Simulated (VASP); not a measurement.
Crystal: CdSe.

```
Cd Se
1.0
     0.00000    3.07027    3.07027
     3.07027    0.00000    3.07027
     3.07027    3.07027    0.00000
Cd Se
1 1
Direct
  0.00000 0.00000 0.00000
  0.25000 0.25000 0.25000
```

Measurements of this composition are mostly on another form, of space group No. 186.

| Quantity | Value |
| --- | --- |
| Program | VASP 6.6.1 |
| Task | relaxation of cell and atoms |
| Functional | PBE |
| Potentials or basis | VASP PAW PBE potentials, release 64 (Cd, Se) |
| Cutoff | 600 eV |
| k mesh | 10 × 10 × 10 |
| Occupations | gaussian, width 0.02 eV |
| Spin | no spin polarisation |

At the start: pressure 1.5 GPa; volume 28.94 Å³/atom.

How do energy, volume and symmetry change on relaxing?

Over 3 steps the energy falls by 4.3 meV/atom and the volume is 29.87 Å³/atom (+3.2 %); space group F-43m (No. 216, to 0.05 Å).

Step by step:
| step | energy change (eV) | largest force (eV/Å) | pressure (GPa) | volume (Å³) |
| --- | --- | --- | --- | --- |
| 1 | 0.0000 | 0.0000 | 1.52 | 57.88 |
| 2 | -0.0080 | 0.0000 | -0.35 | 60.22 |
| 3 | -0.0086 | 0.0000 | 0.00 | 59.74 |

Final structure:
```cif
data_structure
_symmetry_space_group_name_H-M 'P 1'
_symmetry_Int_Tables_number 1
_cell_length_a 4.3880
_cell_length_b 4.3880
_cell_length_c 4.3880
_cell_angle_alpha 60.000
_cell_angle_beta 60.000
_cell_angle_gamma 60.000
_cell_volume 59.74
loop_
_atom_site_label
_atom_site_type_symbol
_atom_site_fract_x
_atom_site_fract_y
_atom_site_fract_z
_atom_site_occupancy
Cd1 Cd 0.00000 0.00000 0.00000 1
Se1 Se 0.25000 0.25000 0.25000 1
```
